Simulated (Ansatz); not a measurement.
## BN (P6_3mc), a vibration from a frozen displacement

The calculation used DFT PBE, scalar-relativistic, plane waves, PAW (Ansatz). Settings: plane waves to 420 eV, k-mesh 12×12×6 (Γ-centred), Gaussian smearing 0.05 eV. No spin polarisation. Energies are free energies at this smearing, counted from the undisturbed cell; pressure is positive in compression.

The undisturbed cell (as given, not relaxed at this level; it stands at 0.0 GPa; this wurtzite form isn't the usual structure):

```
CELL_PARAMETERS angstrom
2.55394 0.00000 0.00000
-1.27697 2.21178 0.00000
0.00000 0.00000 4.22685
ATOMIC_POSITIONS crystal
B 0.66667 0.33333 0.99972
B 0.33333 0.66667 0.49972
N 0.66667 0.33333 0.62528
N 0.33333 0.66667 0.12528
```

Atom 1 (B) is moved by x along the Cartesian unit vector (0.000, 0.000, 1.000); the cell and all other atoms stay fixed. The cell's volume is 23.88 Å³; the moved atoms weigh 10.810 u together and the others 38.824 u.

| x (Å) | ΔE (meV/cell) | total force on the moved atoms along the move (eV/Å) | pressure (GPa) |
| --- | --- | --- | --- |
| -0.2000 | 852.76 | 9.4766 | 7.3565 |
| -0.1500 | 454.34 | 6.5382 | 3.6182 |
| -0.1000 | 191.86 | 4.0254 | 1.2834 |
| -0.0500 | 45.90 | 1.8676 | 0.1295 |
| 0.0000 | 0.00 | 0.0163 | -0.0427 |
| 0.0500 | 39.70 | -1.5604 | 0.5885 |
| 0.1000 | 151.79 | -2.8817 | 1.8578 |
| 0.1500 | 323.79 | -3.9579 | 3.6166 |
| 0.1750 | 428.46 | -4.4053 | 4.6365 |
| 0.2000 | 543.55 | -4.7924 | 5.7287 |

Task: What frequency belongs to this motion?

Result: The force constant is k = −dF/dx = 34.280 eV/Å², from the parabola through x = -0.0500, 0 and 0.0500. In every cell the moved atoms swing against the rest, so the mass is μ = m₁m₂/(m₁ + m₂) = 8.456 u, and ν̃ = 521.5 cm⁻¹ × √(|k|/μ) = 1050 cm⁻¹. The pattern needn't be a normal mode: ν̃² is then a weighted mean of the squared nonzero frequencies at the zone centre of this cell, taken without macroscopic field, so it lies between the lowest and the highest of them.

Task: How far does the harmonic law reach?

Result: At x = -0.200 Å, kx²/2 = 685.60 meV against the computed 852.76 meV (+24.4 %): the well stiffens in this direction at large amplitude.